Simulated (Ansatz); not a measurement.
# ZnF₂ (P4_2/mnm): phonons

Level of theory: PBEsol, all-electron LAPW in Ansatz 0.2.0, scalar-relativistic.

Cell and atoms were relaxed beforehand by PAW with this functional.

Launched as:

```sh
ansatz run input.yaml --threads 2 --pin off --max-ram 6144MiB --backend cpu --events-out ev --progress --plain --runs-dir out
```

Input:

```yaml
crystal:
  lattice:
    - [4.71724984611, 0.0, 0.0]
    - [0.0, 4.71724984611, 0.0]
    - [0.0, 0.0, 3.1285501315]
  atoms:
    - { symbol: Zn, position: [0.0, 0.0, 0.0] }
    - { symbol: Zn, position: [0.5, 0.5, 0.5] }
    - { symbol: F, position: [0.303836018547, 0.303836018547, 0.0] }
    - { symbol: F, position: [0.196163981453, 0.803836018547, 0.5] }
    - { symbol: F, position: [0.696163981453, 0.696163981453, 0.0] }
    - { symbol: F, position: [0.803836018547, 0.196163981453, 0.5] }
kpoints:
  mp_grid: { grid: [4, 4, 6] }
scf:
  occupations: { method: fixed }
hamiltonian:
  xc: pbesol
  pseudopotentials: { kind: all_electron, lapw: { basis_error: 0.001 } }
phonons:
  supercell: [1, 1, 1]
```

The program printed:

```
Warning: RAYON_NUM_THREADS=2 ignored (pool sized by the plan → 2); use --threads N
LAPW: plane waves up to 10.792 Å⁻¹, error target 1.0e-3 eV per atom; small_component_spin mean_spin; F in spheres of 0.894 Å, 9 of its electrons in bands, Dirac shells []; Zn in spheres of 1.072 Å, 20 of its electrons in bands, ...
Engine: ansatz 0.2.0, x86_64-unknown-linux-gnu
Pseudopotentials: kind: all_electron
Pseudopotential: Zn, LAPW, valence charge 20, lapw/all_electron/scalar/gaussian/Zn, Koelling and Harmon's equation, gaussian nucleus
Pseudopotential: F, LAPW, valence charge 9, lapw/all_electron/scalar/gaussian/F, Koelling and Harmon's equation, gaussian nucleus
Functional definition: PBEsol
  exchange = pbesol_x
  correlation = pbesol_c
davidson cushion auto → on  (no smearing: the cushion is to keep the highest requested band from converging to the state above it; pin scf.eigensolver.cushion to override)
Crystal: 6 atoms, lattice volume = 69.618 Å³
Basis set: ecut = 443.7070023098589 eV, 1487 PW (Γ), exchange–correlation at level 2
Bands: 46, of which v1, the nominal top of the filled ones, is band 38 counted from 1 (37 counted from 0)
Symmetry: 16 space group operations
k-points: 24 of 96
Non-local potential: Zn, projectors of the file, none
Non-local potential: F, projectors of the file, none
Initial density: superposition of atomic densities (chi_scale 0.1, normalization cell, long waves kept (reshape's long-wave potential 0.03 eV rms))
Initial wavefunctions: plane waves of lowest kinetic energy (no species holds an atomic orbital)
Functional: x = pbesol(κ = 0.804, μ = 0.12345679012345678), c = pbesol(β = 0.046)
iter 1 solved again at ethr=5.44e-3 eV; its pass at ethr=1.00e-1 eV (dr2=4.13e0 eV) is discarded
SCF iter   1: F=—  HF=-108518.321042 eV  |F-HF|=—  |Δ(HF+E_count)|=         —  Δρ=7.35e-2  dr2=4.13e0  ethr=5.44e-3  ⟨swp⟩=2.0  Hψ=6988  notcnv=0
preconditioner: auto → Resta (q_TF=auto, 2.768 Å⁻¹)  ε∞=4.4  [insulator: Δε(μ)=3.404 eV  Ē_g=17.339 eV  n_scr=30 (ndim 8)  ℏωp=32.1 eV  f_vac=0.150  ε∞_Penn≈4.4]
iter 2 solved again at ethr=4.27e-4 eV; its pass at ethr=5.44e-3 eV (dr2=3.25e-1 eV) is discarded
SCF iter   2: F=—  HF=-108516.087072 eV  |F-HF|=—  |Δ(HF+E_count)|=    2.23e0  Δρ=1.95e-2  dr2=3.24e-1  ethr=4.27e-4  ⟨swp⟩=2.0  Hψ=5735  notcnv=0
SCF iter   3: F=—  HF=-108515.975363 eV  |F-HF|=—  |Δ(HF+E_count)|=   1.12e-1  Δρ=1.98e-2  dr2=3.59e-1  ethr=4.26e-4  ⟨swp⟩=2.0  Hψ=3361  notcnv=0
SCF iter   4: F=—  HF=-108515.968531 eV  |F-HF|=—  |Δ(HF+E_count)|=         —  Δρ=5.66e-3  dr2=2.53e-2  ethr=4.26e-4  ⟨swp⟩=2.8  Hψ=3322  notcnv=0
the basis was enlarged: its passes take 57.3 KiB over the memory plan, 2 of 2 planned eigensolver slots
SCF iter   5: F=—  HF=-108515.911192 eV  |F-HF|=—  |Δ(HF+E_count)|=   5.73e-2  Δρ=1.91e-3  dr2=2.05e-3  ethr=3.33e-5  ⟨swp⟩=2.1  Hψ=3365  notcnv=0
SCF iter   6: F=—  HF=-108515.910829 eV  |F-HF|=—  |Δ(HF+E_count)|=   3.63e-4  Δρ=5.01e-4  dr2=2.98e-4  ethr=2.69e-6  ⟨swp⟩=3.0  Hψ=3584  notcnv=0
SCF iter   7: F=—  HF=-108515.910822 eV  |F-HF|=—  |Δ(HF+E_count)|=   7.38e-6  Δρ=1.22e-4  dr2=2.04e-5  ethr=3.92e-7  ⟨swp⟩=3.0  Hψ=3551  notcnv=0
[... 29 lines left out ...]
SCF iter   5: F=—  HF=-108515.910544 eV  |F-HF|=—  |Δ(HF+E_count)|=   1.20e-7  Δρ=9.08e-6  dr2=6.11e-8  ethr=3.89e-10  ⟨swp⟩=3.0  Hψ=7668  notcnv=0
SCF iter   6: F=—  HF=-108515.910544 eV  |F-HF|=—  |Δ(HF+E_count)|=   3.93e-8  Δρ=4.63e-6  dr2=1.87e-8  ethr=8.04e-11  ⟨swp⟩=3.0  Hψ=7702  notcnv=0
SCF iter   7: F=—  HF=-108515.910544 eV  |F-HF|=—  |Δ(HF+E_count)|=   2.35e-8  Δρ=1.40e-6  dr2=2.24e-9  ethr=2.46e-11  ⟨swp⟩=3.1  Hψ=8162  notcnv=0
SCF iter   8: F=—  HF=-108515.910544 eV  |F-HF|=—  |Δ(HF+E_count)|=   1.00e-9  Δρ=6.96e-7  dr2=4.18e-10  ethr=2.11e-11 (applied; sched 2.94e-12)  ⟨swp⟩=3.0  Hψ=7603  notcnv=0
SCF iter   9: F=-108515.910544 eV  HF=-108515.910544 eV  |F-HF|=5.82e-11  |Δ(HF+E_count)|=  3.20e-10  Δρ=2.82e-7  dr2=6.53e-11  ethr=2.04e-11 (applied; sched 1.00e-12)  ⟨swp⟩=2.1  Hψ=7287  notcnv=0
SCF 3 converged in 9 iterations: F = -108515.910544 eV  dr2 = 6.53e-11
iter 1 solved again at ethr=1.15e-7 eV; its pass at ethr=1.00e-1 eV (dr2=8.72e-5 eV) is discarded
SCF iter   1: F=—  HF=-108515.910577 eV  |F-HF|=—  |Δ(HF+E_count)|=         —  Δρ=2.36e-4  dr2=5.78e-5  ethr=1.15e-7  ⟨swp⟩=4.4  Hψ=19418  notcnv=0
preconditioner: auto → Resta (q_TF=auto, 2.768 Å⁻¹)  ε∞=4.5  [insulator: Δε(μ)=3.480 eV  Ē_g=17.076 eV  n_scr=30 (ndim 8)  ℏωp=32.1 eV  f_vac=0.212  ε∞_Penn≈4.5]
SCF iter   2: F=—  HF=-108515.910567 eV  |F-HF|=—  |Δ(HF+E_count)|=   1.09e-5  Δρ=1.44e-4  dr2=2.18e-5  ethr=7.60e-8  ⟨swp⟩=2.2  Hψ=7292  notcnv=0
SCF iter   3: F=—  HF=-108515.910565 eV  |F-HF|=—  |Δ(HF+E_count)|=   1.57e-6  Δρ=5.44e-5  dr2=3.50e-6  ethr=2.87e-8  ⟨swp⟩=2.8  Hψ=7363  notcnv=0
iter 4 solved again at ethr=3.97e-10 eV; its pass at ethr=4.61e-9 eV (dr2=3.02e-7 eV) is discarded
SCF iter   4: F=—  HF=-108515.910562 eV  |F-HF|=—  |Δ(HF+E_count)|=   3.11e-6  Δρ=1.74e-5  dr2=3.01e-7  ethr=3.97e-10  ⟨swp⟩=2.0  Hψ=12998  notcnv=0
SCF iter   5: F=—  HF=-108515.910562 eV  |F-HF|=—  |Δ(HF+E_count)|=   1.16e-7  Δρ=9.04e-6  dr2=6.12e-8  ethr=3.96e-10  ⟨swp⟩=3.0  Hψ=7668  notcnv=0
SCF iter   6: F=—  HF=-108515.910562 eV  |F-HF|=—  |Δ(HF+E_count)|=   3.75e-8  Δρ=4.66e-6  dr2=1.91e-8  ethr=8.05e-11  ⟨swp⟩=3.0  Hψ=7700  notcnv=0
SCF iter   7: F=—  HF=-108515.910562 eV  |F-HF|=—  |Δ(HF+E_count)|=   2.22e-8  Δρ=1.45e-6  dr2=2.34e-9  ethr=2.52e-11  ⟨swp⟩=3.1  Hψ=8154  notcnv=0
SCF iter   8: F=—  HF=-108515.910562 eV  |F-HF|=—  |Δ(HF+E_count)|=   2.24e-9  Δρ=7.04e-7  dr2=4.57e-10  ethr=2.11e-11 (applied; sched 3.08e-12)  ⟨swp⟩=3.0  Hψ=7590  notcnv=0
SCF iter   9: F=-108515.910562 eV  HF=-108515.910562 eV  |F-HF|=2.76e-10  |Δ(HF+E_count)|=  2.33e-10  Δρ=2.85e-7  dr2=6.57e-11  ethr=2.04e-11 (applied; sched 1.00e-12)  ⟨swp⟩=2.3  Hψ=7300  notcnv=0
SCF 4 converged in 9 iterations: F = -108515.910562 eV  dr2 = 6.57e-11
SCF converged after 11 iterations
Free energy (F): -108515.910838 eV
Harris-Foulkes:  -108515.910838 eV  (|F-HF|=6.55e-10)
Internal energy: -108515.910838 eV  (E = F + TS)
E sigma→0 (E₀):  -108515.910838 eV
Fermi energy:    4.790364 eV
--- Per-component energies (eV) ---
  E_band       = -6534.067479
  E_kinetic    = 110288.148175
  E_xc         = -4924.985588
  E_electrostatic = -213879.073425  (all electrons and nuclei)
  E_smearing   = -0.000000  (= −TS)
  E_closure    = 0.000000  (closes the sum)
  Σ components = -108515.910838   (vs F -108515.910838, Δ=0.00e0)
  Basis errors (estimates in eV, not in F): energy 4.6e-4 per atom: plane waves 4.2e-4 (2.5e-4 summed), levels above the bands 0.0e0, relativity 1.3e-7, radial functions 4.1e-5, core shells 1.9e-9; eigenvalues (radial functions ...
--- Forces (eV/Å), atoms counted from 1 ---
  atom   1  Zn     0.00000000     0.00000000     0.00000000
  atom   2  Zn     0.00000000    -0.00000000     0.00000000
  atom   3  F      0.00128227     0.00128227     0.00000000
  atom   4  F     -0.00128227     0.00128227     0.00000000
  atom   5  F     -0.00128227    -0.00128227     0.00000000
  atom   6  F      0.00128227    -0.00128227     0.00000000
  max |Σ_I F_I| component: 8.67e-19 eV/Å
--- Phonons: 3 displaced members + reference (amplitude 0.01 Å, Σ member SCF iterations 27) ---
  symmetry images taken by strict's conditions (phonons.symmetry_images: auto; settled by no image being taken that strict refuses)
  ASR residual: 2.977e-4 → 0.000e0 eV/Å²; symmetrization residual: 3.029e-4 eV/Å²
  largest component of a force at the reference: 1.3e-3 eV/Å
  ASR residual per site (eV/Å²): 2.98e-4 2.98e-4 1.03e-4 1.03e-4 1.03e-4 1.03e-4
  Γ frequencies (cm⁻¹): 0.00 0.00 0.00 62.61 115.09 160.58 160.58 237.87 237.87 238.36 238.58 238.58 291.66 329.00 351.55 372.47 372.47 503.26
  density of states and harmonic sums: on the 13×13×20 q-mesh, interpolated from the force constants of a 1×1×1 supercell (no non-analytic term)
  largest difference from the sums on the solved wave vectors: F 3.94e-1 eV, S 6.53e-4 and C_V 2.58e-4 eV/K
```

Self-consistency was reached.

Zone-centre phonons:

Harmonic phonons of a crystal by Kohn-Sham DFT at the given cell, standard atomic masses, acoustic sum rule imposed; negative wavenumbers are unstable modes; optical zone-centre levels upwards with Mulliken labels, activity, and the element with most of the kinetic energy.

```json
{
 "Point group": "4/mmm"
}
```

```csv
number,phonon wavenumber (cm⁻¹),label,infrared,raman,lead element
1,62.6,B1g,no,yes,F
2,115.1,B1u,no,no,Zn
3,160.6,Eu,yes,no,F
4,237.9,Eu,yes,no,Zn
5,238.4,A2g,no,no,F
6,238.6,Eg,no,yes,F
7,291.7,A2u,yes,no,F
8,329,A1g,no,yes,F
9,351.6,B1u,no,no,F
10,372.5,Eu,yes,no,F
11,503.3,B2g,no,yes,F
```

Keep in mind: zone-boundary modes aren't tested; no LO-TO term at the zone centre.

It took 2.6 min on 2 threads of Intel(R) Xeon(R) Platinum 8488C (Sapphire Rapids), on a shared host, peak memory 0.8 GiB.
